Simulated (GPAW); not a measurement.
Something may be wrong with this GPAW 26.7.0 calculation of ZrSe2.

Contents of run.py:

```python
import numpy as np
from ase.dft.bandgap import bandgap
from ase.io import read, write
from gpaw import GPAW, PW, setup_paths
from gpaw.response.df import DielectricFunction

setup_paths.insert(0, '.')

atoms = read('ZrSe2.xyz')

calc = GPAW(mode=PW(450),
            xc='LDA',
            kpts={'size': (4, 4, 3), 'gamma': True},
            occupations={'name': 'fermi-dirac', 'width': 0.001},
            setups={'Zr': ':d,8.0'},
            nbands=24,
            convergence={'density': 1e-06},
            maxiter=100,
            txt='gpaw.txt')
atoms.calc = calc
energy = atoms.get_potential_energy()
calc.write('gs.gpw')
write('result.traj', atoms)
print(f'Energy: {energy:.6f} eV')
print('Fermi level:', round(calc.get_fermi_level(), 4), 'eV')
print(f'Gap: {bandgap(calc)[0]:.4f} eV, direct: {bandgap(calc, direct=True)[0]:.4f} eV')

dense = calc.fixed_density(kpts={'size': (5, 5, 3), 'gamma': True},
                           nbands=19, convergence={'bands': 13, 'eigenstates': 1e-7},
                           update_fermi_level=True, txt='dense.txt')
dense.write('dense.gpw', mode='all')

df = DielectricFunction('dense.gpw', frequencies={'type': 'nonlinear', 'domega0': 0.1, 'omega2': 10},
                        eta=0.2, ecut=50, nbands=13, txt='df.txt')
for i, q_c in enumerate([[0.2, 0.2, 0.0], [0.4, 0.4, 0.0]]):
    eels0, eels = df.get_eels_spectrum(xc='RPA', q_c=q_c, filename=f'eels_{i}.csv')
    q = np.linalg.norm(2 * np.pi * np.array(q_c) @ atoms.cell.reciprocal())
    w = df.get_frequencies()
    print(f'|q| = {q:.4f} 1/A: loss peak at {w[eels[w < 45].argmax()]:.3f} eV (below 45 eV)')
```

Contents of ZrSe2.xyz:

```xyz
3
Lattice="3.7980000000 0.0000000000 0.0000000000 -1.8990000000 3.2891644836 0.0000000000 0.0000000000 0.0000000000 6.1920000000" Properties=species:S:1:pos:R:3 pbc="T T T"
Zr     0.0000000000      0.0000000000      0.0000000000
Se     1.8990000002      1.0963881611      4.6440000000
Se    -0.0000000002      2.1927763225      1.5480000000
```

Potentials or basis: PAW data sets generated in the run's folder for this functional, pw.

Run with:

```console
$ gpaw-setup -f LDA Se Zr
$ OMP_NUM_THREADS=1 python run.py
```

gpaw.txt:

```text
__  _  _
 | _ |_)|_||  |
 |__||  | ||/\| - 26.7.0

Input parameters:
  mode=PW(ecut=450.00000000000006),
  convergence={'density': 1e-06},
  kpts=MonkhorstPack(size=(4, 4, 3), gamma=True),
  maxiter=100,
  nbands=24,
  occupations=Occupations(name='fermi-dirac', width=0.001),
  setups={'Zr': ':d,8.0'},
  xc=XC(name='LDA')

Diagonalizing LCAO Hamiltonian
Converting LCAO to pw mode

            Se

        Se

       Zr

Atoms  # Å, Bohr magnetons
|   | symbol |         x |        y |        z |    initial magnetic moments |
|---|--------|-----------|----------|----------|-----------------------------|
| 0 |     Zr |  0.000000 | 0.000000 | 0.000000 | ( 0.0000,  0.0000,  0.0000) |
| 1 |     Se |  1.899000 | 1.096388 | 4.644000 | ( 0.0000,  0.0000,  0.0000) |
| 2 |     Se | -0.000000 | 2.192776 | 1.548000 | ( 0.0000,  0.0000,  0.0000) |

Unit cell  # Å
[... 136 lines left out ...]

occupation numbers:
  Fermi-Dirac:
    width: 0.0010  # eV

poisson solver:
  ecut: 3600.0000000000005  # eV

xc functional:
  name: None

convergence criteria:
- Maximum integral of absolute [dens]ity change: 1e-06 electrons / valence electron
- Maximum [total energy] change in last 3 cyles: 0.0005 eV / valence electron
- Maximum integral of absolute [eigenst]ate change: 4e-08 eV^2 / valence electron
maximum number of iterations: 100

SCF iterations
|iter     | |      energy | eigst |  dens |
|---------|-|-------------|-------|-------|
|iter:   1| |  -16.493269 | -0.09 |       |
|iter:   2| |  -16.141838 | -1.87 | -0.94 |
|iter:   3| |  -15.075120 | -0.93 | -0.99 |
|iter:   4| |  -15.134411 | -2.47 | -1.58 |
|iter:   5| |  -15.171427 | -3.27 | -1.90 |
|iter:   6| |  -15.175154 | -3.87 | -2.40 |
|iter:   7| |  -15.177830c| -4.11 | -2.77 |
|iter:   8| |  -15.178294c| -4.78 | -3.28 |
|iter:   9| |  -15.178307c| -6.00 | -3.99 |
|iter:  10| |  -15.178307c| -7.61c| -4.54 |
|iter:  11| |  -15.178307c| -8.57c| -5.41 |
|iter:  12| |  -15.178307c| -8.97c| -6.26c|

Converged in 12 steps
Energy contributions relative to reference atoms: (reference = -229820.909965)

Energy contributions:
  Kinetic:          23.750983
  Coulomb:         -26.154733
  Zero:              0.262681
  External:          0.000000
  Xc:              -13.037238
  Entropy:          -0.000000
  Spinorbit:         0.000000
  ----------------------------
  Free energy:     -15.178307
  Extrapolated:    -15.178307

dipole moment: (-6.967380, -12.067857, -22.718283)  # |e|*Ang

Fermi level: 6.761
[... 30 lines left out ...]
# Writing to gs.gpw (mode='')
```

On the terminal:

```text
Energy: -15.178307 eV
Fermi level: 6.7611 eV
[... 1 line left out ...]
|q| = 0.6617 1/A: loss peak at 7.634 eV (below 45 eV)
|q| = 1.3235 1/A: loss peak at 5.085 eV (below 45 eV)
```

How did it end, and where is the flaw?

Self-consistency was reached. The input holds a flaw that was put in on purpose: far too few empty bands in the response. The program doesn't stop on it, so the numbers can't be trusted though the run ends normally.
